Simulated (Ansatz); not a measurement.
# MgB2 in Ansatz: the effect of target pressure

Crystal: MgB2.

```xyz
3
Lattice="3.0850 0.0000 0.0000 -1.5425 2.6717 0.0000 0.0000 0.0000 3.5230" Properties=species:S:1:pos:R:3 pbc="T T T"
Mg    0.0000    0.0000    0.0000
B     1.5425    0.8906    1.7615
B     0.0000    1.7811    1.7615
```

Alike in all runs:

```yaml
Program: Ansatz 0.2.0
Task: relaxation of cell and atoms
Functional: PBEsol
Potentials_or_basis: Ansatz PAW
Cutoff: "420 eV (not typed: the program's choice for these potentials)"
k_mesh: 10 × 10 × 8
Occupations: fermi-dirac, width 0.05 eV
Spin: no spin polarisation
```

Each run relaxes the cell or the atoms first.

```csv
target pressure,relaxed volume (Å³/atom)
0 GPa,?
2 GPa,9.35
5 GPa,9.17
10 GPa,8.91
20 GPa,8.47
30 GPa,8.11
```

Q: What does the run with target pressure 0 GPa give?

A: Relaxed volume 9.47 Å³/atom.

Worked out: In Murnaghan's law V^(-B') rises as a straight line in P. The other rows fit best with B' = 3.4, V0 = 9.47 Å³/atom and B0 = 147 GPa, which gives 9.47 Å³/atom at 0 GPa, against the run's 9.47.

Caveats: the plane-wave basis is chosen anew once the cell has moved, so the energies of steps on either side of that aren't comparable; the PAW data sets come from PBE, with cores solved anew for the run's functional, which leaves a small shift of forces and pressure; the volume moved by over 15 % at a fixed basis, so the end points are rough (some runs).
